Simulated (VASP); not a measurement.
# TiTe2: relaxation of shape and atoms at fixed volume with PBE

The system is TiTe2.

```xyz
3
Lattice="3.8635 0.0000 0.0000 -1.9318 3.3459 0.0000 0.0000 0.0000 6.7309" Properties=species:S:1:pos:R:3 pbc="T T T"
Ti   -1.9318    3.3459    6.7309
Te    1.9318    1.1153    1.7314
Te    0.0000    2.2306    4.9995
```

The cell isn't the ideal one: a relaxed cell with its volume scaled by 1.06.

* Program: VASP 6.6.1
* Task: relaxation of shape and atoms at fixed volume
* Functional: PBE
* Potentials or basis: VASP PAW PBE potentials, release 64 (Ti, Te)
* Cutoff: 300 eV
* k mesh: 6 × 6 × 3
* Occupations: methfessel-paxton, width 0.1 eV
* Spin: no spin polarisation
* Further INCAR settings: ALGO = Normal; EDIFF = 1e-07; IBRION = 2; EDIFFG = -0.01; NSW = 40; ISIF = 4

```yaml
Energy_gained_by_relaxing: 12.3 meV/atom
Ionic_steps: 7
Pressure_after_relaxing: -0.7 GPa
Band_gap_on_the_k_mesh: none (metal or under the smearing width)
```

The path:
| step | energy change (eV) | largest force (eV/Å) | pressure (GPa) |
| --- | --- | --- | --- |
| 1 | 0.0000 | 0.4586 | -3.12 |
| 2 | -0.0165 | 0.2833 | -2.52 |
| 3 | -0.0262 | 0.0245 | -1.60 |
| 4 | -0.0321 | 0.0215 | -1.34 |
| 5 | -0.0369 | 0.0185 | -0.74 |
| 6 | -0.0369 | 0.0184 | -0.72 |
| 7 | -0.0369 | 0.0008 | -0.66 |

Final structure:
```
Ti Te
1.0
     3.80603    0.00000    0.00000
    -1.90302    3.29612    0.00000
     0.00000    0.00000    6.93570
Ti Te
1 2
Direct
  0.00000 0.00000 0.00000
  0.66667 0.33333 0.24545
  0.33333 0.66667 0.75455
```

Levels at points of the mesh, in eV from the Fermi level:
```tsv
k point	band 6	band 7	band 8	band 9	band 10	band 11
(0.00, 0.00, 0.00)	0.07	0.39	0.39	0.40	1.07	1.07
(0.50, 0.00, 0.00)	-2.23	-1.73	-0.88	0.06	1.10	1.41
```

It took 56 s on 1 thread of Intel(R) Xeon(R) Platinum 8488C (Sapphire Rapids), with other jobs on the host, peak memory 0.15 GiB.

Caveat: this functional lacks dispersion, which binds the layers, so the pressure and a relaxed spacing across them are unreliable. Spin-orbit coupling is left out, which matters for the levels of Te.
